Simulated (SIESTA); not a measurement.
Write the native input for SIESTA 5.4.2 that does the following.

```yaml
Task: single point
Functional: PBEsol
Potentials_or_basis: PseudoDojo 0.4 standard (PBEsol files)
Basis: DZP (energy shift 0.003 Ry; two zetas on semicore shells)
Grid_cutoff: 800 Ry
Energy_shift: 0.003 Ry
k_mesh: 12 × 12 × 12
Occupations: fermi-dirac, width 0.05 eV
Spin: no spin polarisation
```

The system is Pd.

```
Pd
1.0
     0.00000    1.94650    1.94650
     1.94650    0.00000    1.94650
     1.94650    1.94650    0.00000
Pd
1
Direct
  0.00000 0.00000 0.00000
```

These files were run (other wordings do the same):

Pd.fdf

```
SystemName                      Palladium
SystemLabel                     Pd
NumberOfSpecies                 1
NumberOfAtoms                   1
%block ChemicalSpeciesLabel
  1  46 Pd
%endblock ChemicalSpeciesLabel
%include structure.fdf

%block kgrid.MonkhorstPack
   12   0   0  0.0
    0  12   0  0.0
    0   0  12  0.0
%endblock kgrid.MonkhorstPack
XC.Functional                   GGA
XC.Authors                      PBEsol
PAO.BasisSize                   DZP
PAO.EnergyShift                 0.003 Ry
Mesh.Cutoff                     800 Ry
OccupationFunction              FD
ElectronicTemperature           0.05 eV
MaxSCFIterations                120
SCF.MustConverge                false
SCF.Mixer.Method                Pulay
SCF.Mixer.Weight                0.25
SCF.Mixer.History               8
SCF.DM.Tolerance                5.0e-05
SCF.H.Tolerance                 1.0e-03 eV
WriteForces                     true
Charge.Mulliken                 end
Charge.Hirshfeld                end
Charge.Voronoi                  end
SaveRho                         true
SaveElectrostaticPotential      true
%block PAO.Basis
  Pd 5
  n=4 0 2
    2.827 0.000
  n=5 0 2
    8.651 0.000
  n=4 1 2
    3.241 0.000
  n=5 1 1
    8.651
  n=4 2 2
    5.842 0.000
%endblock PAO.Basis
```

structure.fdf

```
LatticeConstant                 1.0 Ang
%block LatticeVectors
     0.0000000000     1.9465000000     1.9465000000
     1.9465000000     0.0000000000     1.9465000000
     1.9465000000     1.9465000000     0.0000000000
%endblock LatticeVectors
AtomicCoordinatesFormat         Fractional
%block AtomicCoordinatesAndAtomicSpecies
     0.0000000000     0.0000000000     0.0000000000  1  Pd
%endblock AtomicCoordinatesAndAtomicSpecies
```

Potentials or basis: PseudoDojo 0.4 standard (PBEsol files), DZP (energy shift 0.003 Ry; two zetas on semicore shells).

Command:

```console
$ siesta < Pd.fdf > Pd.out 2>&1
```

It gave:

| Property | Result |
| --- | --- |
| Pressure | -2.4 GPa |
| Band gap on the k mesh | none (metal or under the smearing width) |

Caveat: the basis of atomic orbitals isn't converged, which shifts pressures, moduli and gaps.

Wall time 46 s on 1 thread of AMD EPYC 7R32 (Zen 2) (shared host), peak memory 0.25 GiB.
